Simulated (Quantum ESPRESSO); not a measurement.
A run of Quantum ESPRESSO 7.5 is set up as follows.

Contents of pw.in:

```
&CONTROL
  calculation = 'scf'
  prefix = 'pwscf'
  outdir = './tmp'
  pseudo_dir = './pseudo'
  tprnfor = .true.
  tstress = .true.
  disk_io = 'nowf'
/
&SYSTEM
  ibrav = 0
  nat = 2
  ntyp = 2
  ecutwfc = 55
  ecutrho = 440
  nbnd = 10
  occupations = 'smearing'
  smearing = 'fd'
  degauss = 0.00367493
/
&ELECTRONS
  conv_thr = 4d-10
  electron_maxstep = 120
  mixing_beta = 0.5
/
ATOMIC_SPECIES
Te   127.6000 Te_pbe_v1.uspp.F.UPF
Be     9.0122 be_pbe_v1.4.uspp.F.UPF
CELL_PARAMETERS angstrom
   0.0000000000    2.7700000000    2.7700000000
   2.7700000000    0.0000000000    2.7700000000
   2.7700000000    2.7700000000    0.0000000000
ATOMIC_POSITIONS crystal
Te     0.7537510000    0.7580670000    0.7321250000
Be     0.0049720000   -0.0133140000    0.0019370000
K_POINTS automatic
8 8 8 0 0 0
```

Potentials or basis: SSSP 1.3 efficiency PBE.

Command:

```sh
$ OMP_NUM_THREADS=1 pw.x -in pw.in > pw.out
```

**Question.** What does it give for the largest force?

**Answer.** 0.631 eV/Å.

**Question.** What does it give for the pressure?

**Answer.** 4.7 GPa.

**Question.** Estimate the band gap on the k mesh.

**Answer.** 1.53 eV, indirect (least direct gap 3.17 eV).

Stress tensor (GPa, compression positive):
```
 4.76  1.30 -1.35
 1.30  4.66 -0.12
-1.35 -0.12  4.66
```

Caveat: spin-orbit coupling is left out, which moves the levels of the heavy elements. A k mesh can miss the band edges.
